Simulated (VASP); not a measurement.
Write the native input for VASP 6.6.1 that does the following.

```
Task                   : relaxation of cell and atoms
Functional             : PBE
Potentials or basis    : VASP PAW PBE potentials, release 64 (In_d, As)
Cutoff                 : 520 eV
k mesh                 : 4 × 4 × 4
Occupations            : gaussian, width 0.02 eV
Spin                   : no spin polarisation
Further INCAR settings : ALGO = Normal; EDIFF = 1e-07; IBRION = 2; EDIFFG = -0.002; NSW = 80; ISIF = 3
```

The structure of InAs lies in POSCAR:

```
InAs
1.0
    0.0000000000      3.0180000000      3.0180000000
    3.0180000000      0.0000000000      3.0180000000
    3.0180000000      3.0180000000      0.0000000000
In As
1 1
Direct
    0.0000000000      0.0000000000      0.0000000000
    0.2500000000      0.2500000000      0.2500000000
```

These files were run (other wordings do the same):

INCAR

```
PREC = Accurate
ENCUT = 520
EDIFF = 1E-7
ISMEAR = 0
SIGMA = 0.02
LREAL = F
LASPH = T
NELM = 80
ALGO = Normal
ISIF = 3
LWAVE = F
LCHARG = F
GGA = PE
IBRION = 2
NSW = 80
EDIFFG = -0.002
```

KPOINTS

```
regular mesh
0
Gamma
  4 4 4
```

Potentials or basis: VASP PAW PBE potentials, release 64 (In_d, As).

The run is started by

```console
$ cat potpaw_PBE.64/In_d/POTCAR potpaw_PBE.64/As/POTCAR > POTCAR
$ mpirun -np 1 vasp_std > vasp.out
```

Results of the run:

```json
{"Relaxed volume": "29.92 Å³/atom", "Relaxed cell": "a = 4.390 Å, b = 4.390 Å, c = 4.390 Å, α = 60.00°, β = 60.00°, γ = 60.00°", "Space group after relaxing (to 0.05 Å)": "F-43m (No. 216)", "Energy gained by relaxing": "34.5 meV/atom", "Ionic steps": "6", "Pressure after relaxing": "0.0 GPa", "Band gap on the k mesh": "none (metal or under the smearing width)"}
```

Caveat: the k mesh is coarse (spacing up to 0.45 Å⁻¹), so the values aren't converged; this crystal is a semiconductor, whose small gap the functional closes, so the metal is an error of the method.

Wall time 17 s on 1 thread of Intel(R) Xeon(R) 6975P-C (Granite Rapids) (shared host), peak memory 0.18 GiB.
